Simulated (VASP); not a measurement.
# GeSe in VASP: notebook, part 3 of 3

VASP 6.6.1.

### 4 Work function, PBEsol

This run uses another cell than the first one, of 38.50 Å³/atom, 0.765 times its volume.

File INCAR:

```
SYSTEM = GeSe
ALGO = Normal
DIPOL = 0.5 0.5 0.500
EDIFF = 1E-6
ENCUT = 520
GGA = PS
IDIPOL = 3
ISIF = 2
ISMEAR = 0
KPAR = 4
LASPH = .TRUE.
LCHARG = .TRUE.
LDIPOL = .TRUE.
LREAL = .FALSE.
LVACPOTAV = .TRUE.
LVHAR = .TRUE.
LWAVE = .FALSE.
NELM = 100
PREC = Accurate
SIGMA = 0.05
```

File KPOINTS:

```
k-points
0
G
  6 2 1
  0 0 0
```

File POSCAR:

```
GeSe
1.0
    4.3800000000      0.0000000000      0.0000000000
    0.0000000000     10.7900000000      0.0000000000
    0.0000000000      0.0000000000     19.5499999994
Ge Se
12 12
Direct
    0.8940000000      0.1210000000      0.2557544757
    0.6060000000      0.6210000000      0.2557544757
    0.8940000000      0.1210000000      0.4511508951
    0.6060000000      0.6210000000      0.4511508951
    0.3940000000      0.3790000000      0.3534526854
    0.1060000000      0.8790000000      0.3534526854
    0.8940000000      0.1210000000      0.6465473146
    0.6060000000      0.6210000000      0.6465473146
    0.3940000000      0.3790000000      0.5488491049
    0.1060000000      0.8790000000      0.5488491049
    0.3940000000      0.3790000000      0.7442455243
    0.1060000000      0.8790000000      0.7442455243
    0.4970000000      0.8520000000      0.2557544757
    0.0030000000      0.3520000000      0.2557544757
    0.4970000000      0.8520000000      0.4511508951
    0.0030000000      0.3520000000      0.4511508951
    0.9970000000      0.6480000000      0.3534526854
    0.5030000000      0.1480000000      0.3534526854
    0.4970000000      0.8520000000      0.6465473146
    0.0030000000      0.3520000000      0.6465473146
    0.9970000000      0.6480000000      0.5488491049
    0.5030000000      0.1480000000      0.5488491049
    0.9970000000      0.6480000000      0.7442455243
    0.5030000000      0.1480000000      0.7442455243
```

Potentials or basis: VASP PAW PBE potentials, release 64 (Ge_d, Se).

Started as:

```bash
> cat potpaw_PBE.64/Ge_d/POTCAR potpaw_PBE.64/Se/POTCAR > POTCAR
> mpirun -np 8 vasp_std > vasp.out
```

OUTCAR:

```text
SYSTEM = GeSe
   EDIFF = 1E-6
   ENCUT = 520
   GGA = PS
   ISIF = 2
   ISMEAR = 0
   LASPH = .TRUE.
   LREAL = .FALSE.
   NELM = 100
   PREC = Accurate

 ion  position               nearest neighbor table
   1  0.894  0.121  0.256-  14 2.54  18 2.58
   2  0.606  0.621  0.256-  13 2.54  17 2.58
   3  0.894  0.121  0.451-  16 2.54  18 2.58  22 2.58
   4  0.606  0.621  0.451-  15 2.54  17 2.58  21 2.58
   5  0.394  0.379  0.353-  18 2.54  16 2.58  14 2.58
   6  0.106  0.879  0.353-  17 2.54  15 2.58  13 2.58
   7  0.894  0.121  0.647-  20 2.54  22 2.58  24 2.58
   8  0.606  0.621  0.647-  19 2.54  21 2.58  23 2.58
   9  0.394  0.379  0.549-  22 2.54  20 2.58  16 2.58
  10  0.106  0.879  0.549-  21 2.54  19 2.58  15 2.58
  11  0.394  0.379  0.744-  24 2.54  20 2.58
  12  0.106  0.879  0.744-  23 2.54  19 2.58
  13  0.497  0.852  0.256-   2 2.54   6 2.58
  14  0.003  0.352  0.256-   1 2.54   5 2.58
  15  0.497  0.852  0.451-   4 2.54   6 2.58  10 2.58
  16  0.003  0.352  0.451-   3 2.54   5 2.58   9 2.58
  17  0.997  0.648  0.353-   6 2.54   4 2.58   2 2.58
  18  0.503  0.148  0.353-   5 2.54   3 2.58   1 2.58
  19  0.497  0.852  0.647-   8 2.54  10 2.58  12 2.58
  20  0.003  0.352  0.647-   7 2.54   9 2.58  11 2.58
  21  0.997  0.648  0.549-  10 2.54   8 2.58   4 2.58
  22  0.503  0.148  0.549-   9 2.54   7 2.58   3 2.58
  23  0.997  0.648  0.744-  12 2.54   8 2.58
  24  0.503  0.148  0.744-  11 2.54   7 2.58

  LATTYP: Found a simple orthorhombic cell.
 ALAT       =     4.3800000000
 B/A-ratio  =     2.4634703196
 C/A-ratio  =     4.4634703195

  Lattice vectors:

 A1 = (   4.3800000000,   0.0000000000,   0.0000000000)
 A2 = (   0.0000000000,  10.7900000000,   0.0000000000)
 A3 = (   0.0000000000,   0.0000000000,  19.5499999994)

Analysis of symmetry for initial positions (statically):
=====================================================================
 Subroutine PRICEL returns:
 Original cell was already a primitive cell.
[... 179 lines left out ...]
   IVDW    =     0    specifies the selected vdW correction
   LEPSILON=     F    determine dielectric tensor
   LRPA    =     F    only Hartree local field effects (RPA)
 non-spin polarized calculation
 Gauss-broadening in eV      SIGMA  =   0.05
  energy-cutoff  :      520.00
  volume of cell :      923.94
 maximum number of plane-waves:     24916
 NGX is ok and might be reduce to    36
   NGX = 17   NGY = 41   NGZ = 73

 dipolmoment           0.000000      0.000000      0.000000 electrons x Angstroem

 number of electron     240.0000029 magnetization

 dipolmoment           0.000000      0.000000     -0.000000 electrons x Angstroem

 Free energy of the ion-electron system (eV)
  ---------------------------------------------------
  ext. energy  EPLUGINS =         0.00000000
  ---------------------------------------------------
  free energy    TOTEN  =      -106.60363458 eV

  energy without entropy =     -106.60363458  energy(sigma->0) =     -106.60363458

 E-fermi :   0.6403     XC(G=0):  -6.7092

 val. band max:        0.3326433542   @ k =   0.0000   0.0000   0.0000
 cond. band min:       1.0013785614   @ k =   0.0000   0.0000   0.0000
 fundamental gap:      0.6687352072
 Fermi energy:         0.6403129907

 k-point     1 :       0.0000    0.0000    0.0000
  band No.  band energies     occupation
      1     -24.3731      2.00000
      2     -24.3731      2.00000
      3     -24.3731      2.00000
      4     -24.3731      2.00000
      5     -24.3562      2.00000
      6     -24.3562      2.00000
[... 1069 lines left out ...]
    131       3.2879      0.00000
    132       3.2879      0.00000
 [bands above 132 left out]

------------------------ aborting loop because EDIFF is reached ----------------------------------------

  FORCE on cell =-STRESS in cart. coord.  units (eV):
  Direction    XX          YY          ZZ          XY          YZ          ZX
  --------------------------------------------------------------------------------------
  -------------------------------------------------------------------------------------
  Total       -8.9921263     -9.0632149     -4.9112846      0.0000000     -3.2931835      0.0000000
  in kB      -15.5930353    -15.7163085     -8.5165435      0.0000000     -5.7106322      0.0000000
  external PRESSURE =     -13.2752957 kB  Pullay stress =       0.0000000 kB

 VOLUME and BASIS-vectors are now :
 -----------------------------------------------------------------------------
  energy-cutoff  :      520.00
  volume of cell :      923.94
      direct lattice vectors                 reciprocal lattice vectors
     4.380000000  0.000000000  0.000000000     0.228310502  0.000000000  0.000000000
     0.000000000 10.790000000  0.000000000     0.000000000  0.092678406  0.000000000
     0.000000000  0.000000000 19.549999999     0.000000000  0.000000000  0.051150895

 POSITION                                       TOTAL-FORCE (eV/Angst)
 -----------------------------------------------------------------------------------
      3.91572      1.30559      5.00000         0.116700      0.679485      0.705594
      2.65428      6.70059      5.00000        -0.116700      0.679485      0.705594
      3.91572      1.30559      8.82000         0.007762     -0.076130      0.094024
      2.65428      6.70059      8.82000        -0.007762     -0.076130      0.094024
      1.72572      4.08941      6.91000        -0.135172      0.195384     -0.677742
      0.46428      9.48441      6.91000         0.135172      0.195384     -0.677742
[... 16 lines left out ...]
      4.36686      6.99192     14.55000        -0.096988      0.415549     -0.088716
      2.20314      1.59692     14.55000         0.096988      0.415549     -0.088716
 -----------------------------------------------------------------------------------
    total drift:                               -0.000000      0.000000     -0.000000

  FREE ENERGIE OF THE ION-ELECTRON SYSTEM (eV)
  ---------------------------------------------------
  free  energy   TOTEN  =      -106.6036345819 eV

  energy  without entropy=     -106.6036345819  energy(sigma->0) =     -106.60363458

 vacuum level on the upper side and lower side of the slab         5.408         5.408
```

Run time: 4.3 min. Hardware: 8 MPI ranks of Intel Xeon 6975P-C (Granite Rapids), shared host; peak memory 0.77 GiB.

Results:

- Free energy: -106.6036 eV
- Largest force: 0.986 eV/Å
- Band gap on the k mesh: 0.67 eV, direct
- Ionisation potential of the upper face: 5.08 eV

Forces in eV/Å, atoms in the order of the input:
```
Ge   0.117  0.679  0.706
Ge  -0.117  0.679  0.706
Ge   0.008 -0.076  0.094
Ge  -0.008 -0.076  0.094
Ge  -0.135  0.195 -0.678
Ge   0.135  0.195 -0.678
Ge  -0.135 -0.195  0.678
Ge   0.135 -0.195  0.678
Ge   0.008  0.076 -0.094
Ge  -0.008  0.076 -0.094
Ge   0.117 -0.679 -0.706
Ge  -0.117 -0.679 -0.706
Se  -0.097 -0.416  0.089
Se   0.097 -0.416  0.089
Se   0.026  0.121 -0.018
Se  -0.026  0.121 -0.018
Se  -0.034 -0.361 -0.253
Se   0.034 -0.361 -0.253
Se  -0.034  0.361  0.253
Se   0.034  0.361  0.253
Se   0.026 -0.121  0.018
Se  -0.026 -0.121  0.018
Se  -0.097  0.416 -0.089
Se   0.097  0.416 -0.089
```

Levels at points of the mesh, in eV from the valence-band top:
```
           k point  band 118  band 119  band 120  band 121  band 122  band 123
(0.00, 0.00, 0.00)     -0.34     -0.32      0.00      0.67      0.70      0.89
(0.50, 0.00, 0.00)     -0.49     -0.32     -0.32      0.90      0.90      1.26
(0.00, 0.50, 0.00)     -0.52     -0.17     -0.17      0.91      0.91      1.08
(0.50, 0.50, 0.00)     -0.51     -0.23     -0.23      0.94      0.94      1.39
```

Caveat: the PAW data sets were made with another functional, which shifts forces and pressure a little.

### 5 Work function, PBEsol

This run uses another cell than the first one, of 62.13 Å³/atom, 1.235 times its volume.

INCAR is that of step 4.

KPOINTS is that of step 4.

File POSCAR:

```
GeSe
1.0
    4.3800000000      0.0000000000      0.0000000000
    0.0000000000     10.7900000000      0.0000000000
    0.0000000000      0.0000000000     31.5499999994
Ge Se
12 12
Direct
    0.8940000000      0.1210000000      0.3486529319
    0.6060000000      0.6210000000      0.3486529319
    0.8940000000      0.1210000000      0.4697305864
    0.6060000000      0.6210000000      0.4697305864
    0.3940000000      0.3790000000      0.4091917591
    0.1060000000      0.8790000000      0.4091917591
    0.8940000000      0.1210000000      0.5908082409
    0.6060000000      0.6210000000      0.5908082409
    0.3940000000      0.3790000000      0.5302694136
    0.1060000000      0.8790000000      0.5302694136
    0.3940000000      0.3790000000      0.6513470681
    0.1060000000      0.8790000000      0.6513470681
    0.4970000000      0.8520000000      0.3486529319
    0.0030000000      0.3520000000      0.3486529319
    0.4970000000      0.8520000000      0.4697305864
    0.0030000000      0.3520000000      0.4697305864
    0.9970000000      0.6480000000      0.4091917591
    0.5030000000      0.1480000000      0.4091917591
    0.4970000000      0.8520000000      0.5908082409
    0.0030000000      0.3520000000      0.5908082409
    0.9970000000      0.6480000000      0.5302694136
    0.5030000000      0.1480000000      0.5302694136
    0.9970000000      0.6480000000      0.6513470681
    0.5030000000      0.1480000000      0.6513470681
```

Potentials or basis: VASP PAW PBE potentials, release 64 (Ge_d, Se).

Started as:

```bash
> cat potpaw_PBE.64/Ge_d/POTCAR potpaw_PBE.64/Se/POTCAR > POTCAR
> mpirun -np 8 vasp_std > vasp.out
```

OUTCAR:

```text
SYSTEM = GeSe
   EDIFF = 1E-6
   ENCUT = 520
   GGA = PS
   ISIF = 2
   ISMEAR = 0
   LASPH = .TRUE.
   LREAL = .FALSE.
   NELM = 100
   PREC = Accurate

 ion  position               nearest neighbor table
   1  0.894  0.121  0.349-  14 2.54  18 2.58
   2  0.606  0.621  0.349-  13 2.54  17 2.58
   3  0.894  0.121  0.470-  16 2.54  22 2.58  18 2.58
   4  0.606  0.621  0.470-  15 2.54  21 2.58  17 2.58
   5  0.394  0.379  0.409-  18 2.54  14 2.58  16 2.58
   6  0.106  0.879  0.409-  17 2.54  13 2.58  15 2.58
   7  0.894  0.121  0.591-  20 2.54  24 2.58  22 2.58
[... 1333 lines left out ...]
  in kB       -9.6635162     -9.7392560     -5.2494576      0.0000000     -3.5379198      0.0000000
  external PRESSURE =      -8.2174100 kB  Pullay stress =       0.0000000 kB

 VOLUME and BASIS-vectors are now :
 -----------------------------------------------------------------------------
  energy-cutoff  :      520.00
  volume of cell :     1491.06
      direct lattice vectors                 reciprocal lattice vectors
     4.380000000  0.000000000  0.000000000     0.228310502  0.000000000  0.000000000
     0.000000000 10.790000000  0.000000000     0.000000000  0.092678406  0.000000000
     0.000000000  0.000000000 31.549999999     0.000000000  0.000000000  0.031695721

 POSITION                                       TOTAL-FORCE (eV/Angst)
 -----------------------------------------------------------------------------------
      3.91572      1.30559     11.00000         0.116881      0.679650      0.706427
      2.65428      6.70059     11.00000        -0.116881      0.679650      0.706427
      3.91572      1.30559     14.82000         0.007927     -0.076053      0.094475
      2.65428      6.70059     14.82000        -0.007927     -0.076053      0.094475
      1.72572      4.08941     12.91000        -0.134394      0.194880     -0.677442
      0.46428      9.48441     12.91000         0.134394      0.194880     -0.677442
[... 16 lines left out ...]
      4.36686      6.99192     20.55000        -0.097044      0.415570     -0.088664
      2.20314      1.59692     20.55000         0.097044      0.415570     -0.088664
 -----------------------------------------------------------------------------------
    total drift:                                0.000000      0.000000     -0.000000

  FREE ENERGIE OF THE ION-ELECTRON SYSTEM (eV)
  ---------------------------------------------------
  free  energy   TOTEN  =      -106.6045303784 eV

  energy  without entropy=     -106.6045303784  energy(sigma->0) =     -106.60453038

 vacuum level on the upper side and lower side of the slab         3.355         3.355
```

Wall time 10 min (8 MPI ranks of Intel Xeon 6975P-C (Granite Rapids), shared host); peak memory 1.2 GiB.

What came out:

- Free energy: -106.6045 eV
- Largest force: 0.987 eV/Å
- Band gap on the k mesh: 0.67 eV, direct
- Ionisation potential of the upper face: 5.08 eV

Forces on the atoms (eV/Å):
```
Ge   0.117  0.680  0.706
Ge  -0.117  0.680  0.706
Ge   0.008 -0.076  0.094
Ge  -0.008 -0.076  0.094
Ge  -0.134  0.195 -0.677
Ge   0.134  0.195 -0.677
Ge  -0.134 -0.195  0.677
Ge   0.134 -0.195  0.677
Ge   0.008  0.076 -0.094
Ge  -0.008  0.076 -0.094
Ge   0.117 -0.680 -0.706
Ge  -0.117 -0.680 -0.706
Se  -0.097 -0.416  0.089
Se   0.097 -0.416  0.089
Se   0.026  0.121 -0.018
Se  -0.026  0.121 -0.018
Se  -0.034 -0.361 -0.253
Se   0.034 -0.361 -0.253
Se  -0.034  0.361  0.253
Se   0.034  0.361  0.253
Se   0.026 -0.121  0.018
Se  -0.026 -0.121  0.018
Se  -0.097  0.416 -0.089
Se   0.097  0.416 -0.089
```

Caveat: the PAW data sets were made with another functional, which shifts forces and pressure a little.

### 6 Overview

| cell | vacuum (Å) | gap on the mesh (eV) | largest force (eV/Å) |
| --- | --- | --- | --- |
| P2_1/c, 50.31 Å³/atom | - | 0.67 | 0.99 |
| P2_1/c, 28.65 Å³/atom | 5 | 0.65 | 0.93 |
| P2_1/c, 38.5 Å³/atom | 10 | 0.67 | 0.99 |
| P2_1/c, 62.13 Å³/atom | 22 | 0.67 | 0.99 |

Alike in all rows: task work function; level PBEsol; potentials or basis VASP PAW PBE potentials, release 64 (Ge_d, Se); no spin polarisation; k mesh 6 × 2 × 1; cutoff (eV) 520; smearing gaussian 0.05 eV.

On the cell as given the gap runs from 0.65 eV (PBEsol) to 0.67 eV (PBEsol).

Caveats: the PAW data sets were made with another functional, which shifts forces and pressure a little.

Total energies depend on the potentials used, so only differences within one code and one set of settings carry meaning.
